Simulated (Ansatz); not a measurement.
ZrS2:

```
Zr S
1.0
     3.69138    0.00000    0.00000
    -1.84569    3.19683    0.00000
     0.00000    0.00000    6.04108
Zr S
1 2
Cartesian
  0.0000 0.0000 0.0000
  0.0000 2.1312 1.4372
  1.8457 1.0656 4.6038
```

The cell is a database's computed one.

Program: Ansatz 0.2.0. Alike in all runs: task band structure; potentials or basis Ansatz PAW; no spin polarisation; cell as given; smearing fermi-dirac 0.05 eV.

Question: Order these runs on this cell by their band gap on the k mesh, lowest first.
A. level r2SCAN50; k mesh 4 × 4 × 3; cutoff (eV) 500; points for each segment of the path 4; mesh quality coarse
B. level RPBE; k mesh 8 × 8 × 5; cutoff (eV) 420; points for each segment of the path 14; mesh quality not flagged
C. level r2SCANh; k mesh 4 × 4 × 3; cutoff (eV) 500; points for each segment of the path 4; mesh quality coarse
D. level r2SCAN; k mesh 8 × 8 × 5; cutoff (eV) 500; points for each segment of the path 14; mesh quality not flagged
E. level r2SCAN0; k mesh 4 × 4 × 3; cutoff (eV) 500; points for each segment of the path 4; mesh quality coarse

Answer: B (1.11 eV), D (1.36 eV), C (1.98 eV), E (2.85 eV), A (4.35 eV).

Caveats: some runs use coarse meshes; the k mesh misses the band edges, so the gap on the mesh is wider than the one along the path (some runs).

Runs at the PBE level aren't shown here.
